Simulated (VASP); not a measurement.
The system is PbO2.

```
Pb O
1.0
     4.99496    0.00000    0.00000
     0.00000    4.99496    0.00000
     0.00000    0.00000    3.40900
Pb O
2 4
Direct
  0.50000 0.50000 0.50000
  0.00000 0.00000 0.00000
  0.69257 0.69257 0.00000
  0.80743 0.19257 0.50000
  0.19257 0.80743 0.50000
  0.30743 0.30743 0.00000
```

The cell is a database's computed one.

| Item | Value |
| --- | --- |
| Program | VASP 6.6.1 |
| Task | relaxation of cell and atoms |
| Functional | RPBE |
| Potentials or basis | VASP PAW PBE potentials, release 64 (Pb_d, O) |
| Cutoff | 600 eV |
| k mesh | 6 × 6 × 8 |
| Occupations | fermi-dirac, width 0.05 eV |
| Spin | no spin polarisation |

At the start: pressure 9.4 GPa; volume 14.18 Å³/atom.

**Question.** Where does the relaxation end?

**Answer.** Over 9 steps the energy falls by 29.9 meV/atom and the volume is 15.32 Å³/atom (+8.1 %); space group P4_2/mnm (No. 136, to 0.05 Å).

Step by step:
| step | energy change (eV) | largest force (eV/Å) | pressure (GPa) | volume (Å³) |
| --- | --- | --- | --- | --- |
| 1 | 0.0000 | 0.0740 | 9.41 | 85.05 |
| 2 | -0.1042 | 0.1835 | -4.47 | 95.72 |
| 3 | -0.1713 | 0.1004 | 0.07 | 91.30 |
| 4 | -0.1758 | 0.0514 | 0.06 | 91.49 |
| 5 | -0.1791 | 0.0392 | 0.08 | 91.83 |
| 6 | -0.1795 | 0.0113 | -0.07 | 91.97 |
| 7 | -0.1795 | 0.0044 | -0.11 | 92.01 |
| 8 | -0.1795 | 0.0009 | 0.07 | 91.87 |
| 9 | -0.1795 | 0.0012 | 0.00 | 91.92 |

Final structure:
```xyz
6
Lattice="5.1562 0.0000 0.0000 0.0000 5.1562 0.0000 0.0000 0.0000 3.4573" Properties=species:S:1:pos:R:3 pbc="T T T"
Pb    2.5781    2.5781    1.7286
Pb    0.0000    0.0000    0.0000
O     3.5656    3.5656    0.0000
O     4.1687    0.9875    1.7286
O     0.9875    4.1687    1.7286
O     1.5906    1.5906    0.0000
```

Caveat: the PAW data sets were made with another functional, which shifts forces and pressure a little.
